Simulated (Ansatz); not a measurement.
# Dielectric response of BN (110) films, part 2 of 7

How well do thin zincblende BN (110) films screen a perpendicular field?

Ansatz 0.2.0; plane-wave DFT, PBE, Ansatz PAW (the session's first sound run).

So far. Step 2 (Relaxation, 10 atoms, units 5): The gap is 2.25 eV, with the valence edge 6.55 eV and the conduction edge 4.31 eV under the upper vacuum level.

## (3) Single point on the relaxed film, 10 atoms, units 5

The film was relaxed beforehand; a single point on the relaxed positions gives its levels and potential.

Input file input.yaml:

```yaml
crystal:
  lattice:
    - [2.55619101, 0.0, 0.0]
    - [0.0, 3.615, 0.0]
    - [0.0, 0.0, 23.112382028]
  atoms:
    - { symbol: B, position: [0.5, 0.5444557369, 0.3983734398] }
    - { symbol: "N", position: [0.0, 0.7281626247, 0.3888952939] }
    - { symbol: B, position: [0.0, -0.0057194802, 0.4423124426] }
    - { symbol: "N", position: [0.5, 0.2379369263, 0.4432958048] }
    - { symbol: B, position: [0.5, 0.4956159896, 0.5000000002] }
    - { symbol: "N", position: [0.0, 0.7447123718, 0.4999999994] }
    - { symbol: B, position: [0.0, -0.0057194744, 0.557687558] }
    - { symbol: "N", position: [0.5, 0.2379369314, 0.5567041938] }
    - { symbol: B, position: [0.5, 0.5444557427, 0.6016265609] }
    - { symbol: "N", position: [0.0, 0.7281626311, 0.6111047066] }
kpoints:
  mp_grid: { grid: [10, 8, 1] }
hamiltonian:
  xc: pbe
scf:
  occupations: { method: fixed }
  convergence: { dr2_threshold: 1.0e-09 }
efield:
  axis: 3
  dipole_correction: true
  ramp_position: 0.97
  ramp_width: 0.06
output:
  eigenvalues: true
  write_potential: true
  write_density: true
  volumetric_format: npy
```

On the command line:

```bash
> ansatz run input.yaml --threads 4 --pin off --max-ram 16384MiB --backend cpu --events-out ev --progress --plain --runs-dir out
```

Numbers of over 12 decimals in the logs are rounded to 6 here.

Log:

```text
[...]
Crystal: 10 atoms, lattice volume = 213.573 Å³
Basis set: ecut = 420 eV, 4189 PW (Γ)
Bands: 30, of which v1, the nominal top of the filled ones, is band 20 counted from 1 (19 counted from 0)
Symmetry: 2 space group operations
k-points: 30 of 80 (time reversal used)
[...]
SCF iter   1: F=—  HF=-2708.163838 eV  |F-HF|=—  |Δ(HF+E_count)|=         —  Δρ=6.11e-3  dr2=9.54e-2  ethr=1.77e-3  p=0.000 e·Å  D=8.82e-9 V/Å  ΔV_dip=-0.00 eV  dr2_dipole=5.39e-9  V_vac-E_F(+/−)=6.37/6.37 eV  ⟨swp⟩=5.7  Hψ=4328  notcnv=0  defer=239
[...]
SCF iter   9: F=-2708.141925 eV  HF=-2708.141925 eV  |F-HF|=1.07e-10  |Δ(HF+E_count)|=   1.31e-9  Δρ=3.86e-7  dr2=3.13e-10  ethr=2.50e-12  p=0.000 e·Å  D=1.30e-6 V/Å  ΔV_dip=-0.00 eV  dr2_dipole=2.76e-11  V_vac-E_F(+/−)=6.55/6.55 eV  ⟨swp⟩=18.9  Hψ=5907  notcnv=0
SCF 1 converged in 9 iterations: F = -2708.141925 eV  dr2 = 3.13e-10
[...]
SCF converged after 9 iterations
Free energy (F): -2708.141925 eV
[...]
Internal energy: -2708.141925 eV  (E = F + TS)
E sigma→0 (E₀):  -2708.141925 eV
Fermi energy:    -1.590982 eV
Dipole field:    D = -0.000006 V/Å  (p = -0.000007 e·Å, saw-weighted, corrected)
Work function:   Φ+ = 6.5526 eV   Φ− = 6.5525 eV
[...]
--- Band table (eV; the first three rows and the last of 30) ---
  k-point 0: bands = [... 16 lower, -3.2513, -2.4427, -2.1753, -1.6920, 2.8044, 3.8125, 3.9571, 4.7366, ... 6 higher]
  k-point 1: bands = [... 16 lower, -3.3701, -2.6813, -1.9428, -1.9344, 2.8624, 3.8332, 3.9670, 4.8697, ... 6 higher]
  k-point 2: bands = [... 16 lower, -3.6966, -3.2870, -2.3605, -1.6900, 2.9133, 3.6193, 4.4052, 5.3248, ... 6 higher]
  k-point 29: bands = [... 16 lower, -4.8933, -4.4955, -2.1611, -1.5910, 2.0277, 2.6567, 6.9079, 8.2200, ... 6 higher]
```

Elapsed: 5.3 s, on 4 threads of Arm Neoverse V2, shared host; peak memory 0.55 GiB; 21 s of CPU time.

Numbers from this step:

```
dipole along the normal : -6.53e-6 e·Å
```

Running mean over 1.278 Å of the planar mean; the ramp of the sawtooth is left out. Table of electron's electrostatic potential energy less the highest filled level by z:

z (Å), electron's electrostatic potential energy less the highest filled level (eV) and a bar from the least value:
```
      3.5        6.6 ##############################
      4.0        6.6 ##############################
      4.5        6.6 ##############################
      5.0        6.6 ##############################
      5.5        6.6 ##############################
      6.0        6.5 ##############################
      6.5        6.5 ##############################
      7.0        6.5 ##############################
      7.5        6.1 #############################
      8.0        4.1 ##########################
      8.5       -1.9 ###############
      9.0       -7.5 ######
      9.5      -10.4 #
     10.0      -10.8 
     10.5       -9.5 ##
     11.0       -9.0 ###
     11.5       -9.2 ###
     12.0       -9.0 ###
     12.5       -9.3 ###
     13.0      -10.5 
     13.5      -10.8 
     14.0       -8.4 ####
     14.5       -3.4 #############
     15.0        3.1 ########################
     15.5        5.9 #############################
     16.0        6.4 ##############################
     16.5        6.5 ##############################
     17.0        6.5 ##############################
     17.5        6.6 ##############################
     18.0        6.6 ##############################
     18.5        6.6 ##############################
     19.0        6.6 ##############################
     19.5        6.6 ##############################
     20.0        6.6 ##############################
```

The gap is 2.25 eV, with the valence edge 6.55 eV and the conduction edge 4.31 eV under the upper vacuum level.

## (4) Single point, 10 atoms, units 5, field 0.05 V/Å

A sawtooth potential applies the field, turning back in the middle of the vacuum. With the dipole correction the typed value is the field outside the slab. The induced dipole is small, so the SCF threshold is tight.

Edit input.yaml of step 3 so:

```diff
@@ -22,3 +22,3 @@
   occupations: { method: fixed }
-  convergence: { dr2_threshold: 1.0e-09 }
+  convergence: { dr2_threshold: 1.0e-10 }
 efield:
@@ -28,4 +28,4 @@
   ramp_width: 0.06
+  amplitude: 0.05
 output:
-  eigenvalues: true
   write_potential: true
```

Log:

```text
[...]
Crystal: 10 atoms, lattice volume = 213.573 Å³
Basis set: ecut = 420 eV, 4189 PW (Γ)
Bands: 30, of which v1, the nominal top of the filled ones, is band 20 counted from 1 (19 counted from 0)
Symmetry: 2 space group operations
k-points: 30 of 80 (time reversal used)
[...]
SCF iter   1: F=—  HF=-2714.498563 eV  |F-HF|=—  |Δ(HF+E_count)|=         —  Δρ=9.81e-2  dr2=1.93e1  ethr=3.10e-3  p=0.018 e·Å  D=1.55e-2 V/Å  ΔV_dip=-0.36 eV  dr2_dipole=1.07e-4  V_vac-E_F(+/−)=11.69/10.99 eV  ⟨swp⟩=5.5  Hψ=4613  notcnv=0  defer=240
[...]
SCF iter  12: F=-2708.142298 eV  HF=-2708.142298 eV  |F-HF|=1.29e-10  |Δ(HF+E_count)|=  8.68e-10  Δρ=3.02e-7  dr2=8.43e-11  ethr=1.00e-12  p=0.015 e·Å  D=1.26e-2 V/Å  ΔV_dip=-0.29 eV  dr2_dipole=1.37e-13  V_vac-E_F(+/−)=6.92/6.15 eV  ⟨swp⟩=19.6  Hψ=7041  notcnv=0
SCF 1 converged in 12 iterations: F = -2708.142298 eV  dr2 = 8.43e-11
[...]
SCF converged after 12 iterations
[...]
Free energy (F): -2708.142298 eV
[...]
Internal energy: -2708.142298 eV  (E = F + TS)
E sigma→0 (E₀):  -2708.142298 eV
Fermi energy:    -1.590097 eV
Dipole field:    D = 0.012628 V/Å  (p = 0.014905 e·Å, saw-weighted, corrected)
Work function:   not extracted (applied field tilts the vacuum); planar V_es + V_field profile in the machine report
[...]
--- Band table (eV; the first three rows and the last of 30) ---
  k-point 0: bands = [... 16 lower, -3.2514, -2.4426, -2.1761, -1.6913, 2.8040, 3.7893, 3.9733, 4.6925, ... 6 higher]
  k-point 1: bands = [... 16 lower, -3.3702, -2.6812, -1.9579, -1.9195, 2.8619, 3.8192, 3.9748, 4.8267, ... 6 higher]
  k-point 2: bands = [... 16 lower, -3.6967, -3.2868, -2.3612, -1.6895, 2.9122, 3.6190, 4.4012, 5.2822, ... 6 higher]
  k-point 29: bands = [... 16 lower, -4.8938, -4.4952, -2.1621, -1.5901, 2.0267, 2.6576, 6.9077, 8.2196, ... 6 higher]
```

It took 6.3 s on 4 threads; peak memory 0.53 GiB; 25 s of CPU time.

This step gave:

```yaml
gap_on_the_k_mesh: 2.243 eV
dipole_along_the_normal: 0.01490 e·Å
```

The dipole is 0.0149 e·Å, and the gap on the mesh 2.243 eV.

## (5) Single point, 10 atoms, units 5, field -0.05 V/Å

Edit input.yaml of step 4 so:

```diff
@@ -28,3 +28,3 @@
   ramp_width: 0.06
-  amplitude: 0.05
+  amplitude: -0.05
 output:
```

Log:

```text
[...]
Crystal: 10 atoms, lattice volume = 213.573 Å³
Basis set: ecut = 420 eV, 4189 PW (Γ)
Bands: 30, of which v1, the nominal top of the filled ones, is band 20 counted from 1 (19 counted from 0)
Symmetry: 2 space group operations
k-points: 30 of 80 (time reversal used)
[...]
k-point 0: bands = [... 16 lower, -3.2514, -2.4426, -2.1761, -1.6913, 2.8040, 3.7893, 3.9733, 4.6925, ... 6 higher]
  k-point 1: bands = [... 16 lower, -3.3702, -2.6812, -1.9579, -1.9195, 2.8619, 3.8192, 3.9748, 4.8267, ... 6 higher]
  k-point 2: bands = [... 16 lower, -3.6967, -3.2868, -2.3612, -1.6895, 2.9122, 3.6190, 4.4012, 5.2822, ... 6 higher]
  k-point 29: bands = [... 16 lower, -4.8938, -4.4952, -2.1621, -1.5901, 2.0267, 2.6576, 6.9077, 8.2196, ... 6 higher]
[key lines of the parts left out:]
SCF converged after 12 iterations
Free energy (F): -2708.142298 eV
Fermi energy:    -1.590097 eV
Dipole field:    D = -0.012628 V/Å  (p = -0.014905 e·Å, saw-weighted, corrected)
```

It took 6.3 s on 4 threads; peak memory 0.54 GiB; 25 s of CPU time.

The dipole is -0.0149 e·Å, and the gap on the mesh 2.243 eV.

## (6) Response with the atoms held, 10 atoms, units 5

This step: plane-wave DFT, PBE, Ansatz PAW; response to a field along the normal, atoms held (Ansatz 0.2.0).

The two fields give this film's response with the atoms held: the electronic part.

This step gave:

```
equivalent conductor thickness p/(ε₀AE) : 5.837 Å
distance between the outer atoms        : 5.136 Å
thickness                               : 6.391 Å
```

Local field over the applied field, running mean. From the potentials at -0.05 and 0.05 V/Å; running mean over 1.278 Å, taken twice. Table of local field over applied field by z:

| z (Å) | local field over applied field |
| --- | --- |
| 4.5 | 1.000 |
| 5.0 | 0.999 |
| 5.5 | 0.997 |
| 6.0 | 0.989 |
| 6.5 | 0.968 |
| 7.0 | 0.912 |
| 7.5 | 0.796 |
| 8.0 | 0.613 |
| 8.5 | 0.408 |
| 9.0 | 0.250 |
| 9.5 | 0.178 |
| 10.0 | 0.172 |
| 10.5 | 0.185 |
| 11.0 | 0.190 |
| 11.5 | 0.191 |
| 12.0 | 0.191 |
| 12.5 | 0.187 |
| 13.0 | 0.175 |
| 13.5 | 0.172 |
| 14.0 | 0.226 |
| 14.5 | 0.367 |
| 15.0 | 0.567 |
| 15.5 | 0.759 |
| 16.0 | 0.892 |
| 16.5 | 0.960 |
| 17.0 | 0.986 |
| 17.5 | 0.996 |
| 18.0 | 0.999 |
| 18.5 | 1.000 |
| 19.0 | 1.000 |

The induced electron density oscillates, so the rows of the table below give means over windows of 0.5 Å about each position, cut where the curve ends. Its maxima inside the range that stand out by 2 % of the span (Å: e/Å³ per V/Å): 8.23: 0.00338, 9.10: 0.00176, 10.54: 0.00121, 11.85: 0.00132, 13.15: 0.00157, 14.30: -0.00113. Its minima: 8.81: 0.00113, 9.97: -0.00158, 11.27: -0.00132, 12.57: -0.00121, 14.01: -0.00176, 14.88: -0.00338.

Electrons, planar mean, per unit field. The induced electron density by z; means over each step:

```csv
z (Å),induced electron density (e/Å³ per V/Å)
4.5,1.9e-6
5.0,6.7e-6
5.5,2.3e-5
6.0,7.5e-5
6.5,2.3e-4
7.0,6.5e-4
7.5,0.00163
8.0,0.00298
8.5,0.00246
9.0,0.00147
9.5,1.1e-4
10.0,-0.00119
10.5,7.7e-4
11.0,-2.7e-4
11.5,-2.6e-4
12.0,6.7e-4
12.5,-8.6e-4
13.0,8.5e-4
13.5,4.5e-4
14.0,-0.00145
14.5,-0.00203
15.0,-0.00314
15.5,-0.00195
16.0,-8.0e-4
16.5,-3.0e-4
17.0,-9.6e-5
17.5,-3.0e-5
18.0,-8.8e-6
18.5,-2.5e-6
19.0,-8.7e-7
```

By hand: between -0.05 and 0.05 V/Å the dipole changes by 0.02981 e·Å, a slope of 0.2981 e·Å²/V. A perfect conductor of thickness t has p = ε₀AEt, so t = 180.95 × 0.2981 / 9.241 = 5.84 Å (e/ε₀ = 180.95 V·Å, A in Å²).

The induced dipole is that of a conductor 5.84 Å thick.

## (7) Relaxing in the field, 10 atoms, field 0.05 V/Å

This step: plane-wave DFT, PBE, Ansatz PAW (Ansatz 0.2.0).

Now the atoms may follow the field. A weak field makes forces of meV/Å to tens of meV/Å, so the force tolerance is set well below the usual one.

Edit input.yaml of step 5 so:

```diff
@@ -28,3 +28,6 @@
   ramp_width: 0.06
-  amplitude: -0.05
+  amplitude: 0.05
+relax:
+  f_tol: 0.0006
+  max_steps: 70
 output:
```

Log:

```text
[...]
Crystal: 10 atoms, lattice volume = 213.573 Å³
Basis set: ecut = 420 eV, 4189 PW (Γ), exchange–correlation on 36×50×320 points (8 copies of the dense FFT grid, shifted against one another)
Bands: 30, of which v1, the nominal top of the filled ones, is band 20 counted from 1 (19 counted from 0)
Symmetry: 2 space group operations
k-points: 30 of 80 (time reversal used)
[...]
SCF iter   1: F=—  HF=-2714.498619 eV  |F-HF|=—  |Δ(HF+E_count)|=         —  Δρ=9.81e-2  dr2=1.93e1  ethr=3.10e-3  p=0.018 e·Å  D=1.55e-2 V/Å  ΔV_dip=-0.36 eV  dr2_dipole=1.07e-4  V_vac-E_F(+/−)=11.69/10.99 eV  ⟨swp⟩=5.5  Hψ=4613  notcnv=0  defer=240
[...]
SCF iter  12: F=-2708.142337 eV  HF=-2708.142337 eV  |F-HF|=1.36e-10  |Δ(HF+E_count)|=  9.10e-10  Δρ=2.99e-7  dr2=8.23e-11  ethr=1.00e-12  p=0.015 e·Å  D=1.26e-2 V/Å  ΔV_dip=-0.29 eV  dr2_dipole=8.67e-14  V_vac-E_F(+/−)=6.92/6.15 eV  ⟨swp⟩=7.0  Hψ=5550  notcnv=0
SCF 1 converged in 12 iterations: F = -2708.142337 eV  dr2 = 8.23e-11
[...]
relax step   1: F+E_penalty+E_count = -2708.14233734 eV  Δ(F+E_penalty+E_count) = +0.000e0 eV  max|allowed force component| = 2.272e-2 eV/Å  Δτ_max = 0.0000 Å  (12 SCF iters, accepted)
[...]
SCF iter   7: F=-2708.142365 eV  HF=-2708.142365 eV  |F-HF|=9.55e-12  |Δ(HF+E_count)|=  1.46e-10  Δρ=1.25e-7  dr2=1.92e-11  ethr=1.00e-12  p=0.016 e·Å  D=1.33e-2 V/Å  ΔV_dip=-0.31 eV  dr2_dipole=1.21e-14  V_vac-E_F(+/−)=6.91/6.16 eV  ⟨swp⟩=8.1  Hψ=5020  notcnv=0
SCF 2 converged in 7 iterations: F = -2708.142365 eV  dr2 = 1.92e-11
relax step   2: F+E_penalty+E_count = -2708.14236521 eV  Δ(F+E_penalty+E_count) = -2.787e-5 eV  max|allowed force component| = 1.253e-2 eV/Å  Δτ_max = 0.0005 Å  (7 SCF iters, accepted)
SCF iter   1: F=—  HF=-2708.142492 eV  |F-HF|=—  |Δ(HF+E_count)|=         —  Δρ=1.26e-4  dr2=3.94e-5  ethr=1.38e-6  p=0.016 e·Å  D=1.33e-2 V/Å  ΔV_dip=-0.31 eV  dr2_dipole=6.87e-6  V_vac-E_F(+/−)=6.91/6.16 eV  ⟨swp⟩=2.5  Hψ=1965  notcnv=0  defer=240
[...]
SCF iter   7: F=-2708.142377 eV  HF=-2708.142377 eV  |F-HF|=1.09e-11  |Δ(HF+E_count)|=  3.25e-10  Δρ=1.96e-7  dr2=4.57e-11  ethr=1.00e-12  p=0.017 e·Å  D=1.40e-2 V/Å  ΔV_dip=-0.32 eV  dr2_dipole=7.65e-14  V_vac-E_F(+/−)=6.90/6.17 eV  ⟨swp⟩=8.4  Hψ=5188  notcnv=0
SCF 3 converged in 7 iterations: F = -2708.142377 eV  dr2 = 4.57e-11
relax step   3: F+E_penalty+E_count = -2708.14237671 eV  Δ(F+E_penalty+E_count) = -1.151e-5 eV  max|allowed force component| = 3.140e-3 eV/Å  Δτ_max = 0.0008 Å  (7 SCF iters, accepted)
[...]
relax step   4: F+E_penalty+E_count = -2708.14237738 eV  Δ(F+E_penalty+E_count) = -6.712e-7 eV  max|allowed force component| = 9.181e-4 eV/Å  Δτ_max = 0.0002 Å  (5 SCF iters, accepted)
SCF iter   1: F=—  HF=-2708.142377 eV  |F-HF|=—  |Δ(HF+E_count)|=         —  Δρ=2.25e-6  dr2=1.00e-8  ethr=2.84e-10  p=0.017 e·Å  D=1.40e-2 V/Å  ΔV_dip=-0.32 eV  dr2_dipole=1.03e-9  V_vac-E_F(+/−)=6.90/6.17 eV  ⟨swp⟩=3.4  Hψ=2343  notcnv=0  defer=223
[...]
SCF iter   4: F=-2708.142377 eV  HF=-2708.142377 eV  |F-HF|=2.64e-11  |Δ(HF+E_count)|=  6.37e-12  Δρ=1.32e-7  dr2=1.61e-11  ethr=1.00e-12  p=0.016 e·Å  D=1.40e-2 V/Å  ΔV_dip=-0.32 eV  dr2_dipole=3.62e-14  V_vac-E_F(+/−)=6.90/6.17 eV  ⟨swp⟩=8.3  Hψ=4969  notcnv=0
SCF 5 converged in 4 iterations: F = -2708.142377 eV  dr2 = 1.61e-11
relax step   5: F+E_penalty+E_count = -2708.14237741 eV  Δ(F+E_penalty+E_count) = -3.045e-8 eV  max|allowed force component| = 2.971e-4 eV/Å  Δτ_max = 0.0000 Å  (4 SCF iters, accepted)
NSCF: frozen V_eff on 30 k-points
[...]
SCF converged after 4 iterations
[...]
Free energy (F): -2708.142377 eV
[...]
Internal energy: -2708.142377 eV  (E = F + TS)
E sigma→0 (E₀):  -2708.142377 eV
Fermi energy:    -1.590749 eV
Dipole field:    D = 0.013978 V/Å  (p = 0.016498 e·Å, saw-weighted, corrected)
Work function:   not extracted (applied field tilts the vacuum); planar V_es + V_field profile in the machine report
[...]
--- Forces (eV/Å), atoms counted from 1 ---
  atom   1  B      0.00000000     0.00018008    -0.00009346
  atom   2  N      0.00000000    -0.00018181    -0.00008921
  atom   3  B      0.00000000    -0.00004857     0.00020826
  atom   4  N      0.00000000     0.00004794     0.00014924
  atom   5  B      0.00000000    -0.00003826    -0.00029699
  atom   6  N      0.00000000     0.00002386    -0.00002358
  atom   7  B      0.00000000     0.00003703     0.00015903
  atom   8  N      0.00000000    -0.00003251     0.00013117
  atom   9  B      0.00000000    -0.00013754    -0.00006453
  atom  10  N      0.00000000     0.00014963    -0.00007878
  max |Σ_I F_I| component: 1.17e-6 eV/Å
--- Band table (eV; the first three rows and the last of 30) ---
  k-point 0: bands = [... 16 lower, -3.2513, -2.4428, -2.1757, -1.6919, 2.8042, 3.7949, 3.9654, 4.6985, ... 6 higher]
  k-point 1: bands = [... 16 lower, -3.3701, -2.6814, -1.9503, -1.9271, 2.8622, 3.8233, 3.9690, 4.8316, ... 6 higher]
  k-point 2: bands = [... 16 lower, -3.6966, -3.2871, -2.3608, -1.6899, 2.9128, 3.6182, 4.4006, 5.2862, ... 6 higher]
  k-point 29: bands = [... 16 lower, -4.8935, -4.4956, -2.1616, -1.5907, 2.0273, 2.6567, 6.9077, 8.2200, ... 6 higher]
--- Relaxed structure (5 steps of the walk, 5 accepted, 0 SCFs on fresh bases) ---
  F+E_penalty+E_count = -2708.14237741 eV   max|allowed force component| = 2.971e-4 eV/Å
  atoms:
    - { symbol: B, position: [0.5, 0.544332, 0.398390] }
    - { symbol: N, position: [0.0, 0.728038, 0.388871] }
    - { symbol: B, position: [0.0, -0.00579784, 0.442331] }
    - { symbol: N, position: [0.5, 0.237855, 0.443293] }
    - { symbol: B, position: [0.5, 0.495631, 0.500016] }
    - { symbol: N, position: [0.0, 0.744718, 0.499983] }
    - { symbol: B, position: [0.0, -0.00565082, 0.557701] }
    - { symbol: N, position: [0.5, 0.238013, 0.556695] }
    - { symbol: B, position: [0.5, 0.544574, 0.601642] }
    - { symbol: N, position: [0.0, 0.728288, 0.611078] }
```

Wall time 15 s (4 threads); peak memory 0.52 GiB.

Hardly anything moved in the relaxation; the energy changed by under 0.2 meV an atom.

Numbers from this step:

```yaml
gap_on_the_k_mesh: 2.244 eV
dipole_along_the_normal: 0.01650 e·Å
```

The relaxation took 5 steps and lowered the energy by 4.0e-5 eV; the largest force on the free atoms ends at 3.0e-4 eV/Å.

The dipole is 0.0165 e·Å, and the gap on the mesh 2.244 eV.

## (8) Relaxing in the field, 10 atoms, field -0.05 V/Å

The opposite sign, again from the field-free geometry; the difference of the two cancels what relaxes without a field.

Edit input.yaml of step 7 so:

```diff
@@ -28,3 +28,3 @@
   ramp_width: 0.06
-  amplitude: 0.05
+  amplitude: -0.05
 relax:
```

Log:

```text
[...]
Crystal: 10 atoms, lattice volume = 213.573 Å³
Basis set: ecut = 420 eV, 4189 PW (Γ), exchange–correlation on 36×50×320 points (8 copies of the dense FFT grid, shifted against one another)
Bands: 30, of which v1, the nominal top of the filled ones, is band 20 counted from 1 (19 counted from 0)
Symmetry: 2 space group operations
k-points: 30 of 80 (time reversal used)
[...]
- { symbol: B, position: [0.0, -0.00565081, 0.442299] }
    - { symbol: N, position: [0.5, 0.238013, 0.443305] }
    - { symbol: B, position: [0.5, 0.495631, 0.499984] }
    - { symbol: N, position: [0.0, 0.744718, 0.500017] }
    - { symbol: B, position: [0.0, -0.00579784, 0.557669] }
    - { symbol: N, position: [0.5, 0.237855, 0.556707] }
    - { symbol: B, position: [0.5, 0.544332, 0.601610] }
    - { symbol: N, position: [0.0, 0.728038, 0.611129] }
[key lines of the parts left out:]
SCF converged after 4 iterations
Free energy (F): -2708.142377 eV
Fermi energy:    -1.590749 eV
Dipole field:    D = -0.013979 V/Å  (p = -0.016499 e·Å, saw-weighted, corrected)
```

Wall time 15 s (4 threads); peak memory 0.52 GiB; 58 s of CPU time.

Hardly anything moved in the relaxation; the energy changed by under 0.2 meV an atom.

The relaxation took 5 steps and lowered the energy by 4.0e-5 eV; the largest force on the free atoms ends at 3.0e-4 eV/Å.

The dipole is -0.0165 e·Å, and the gap on the mesh 2.244 eV.

[end of part 2 of 7]

[Logs are printed without paths, hosts, clocks, repeated set-up lines and the standing remarks that a program may print on its own settings, such as how far it seeks lower states.]

[Hosts, paths, dates, database ids (printed as entryN), source tags and the programs' standing remarks are cut or masked in the printed files.]

[Maps of the electrostatic potential energy from Ansatz leave out the sawtooth potential of an applied field or a dipole correction, so their vacuum need not be flat; planar profiles and work functions include it.]
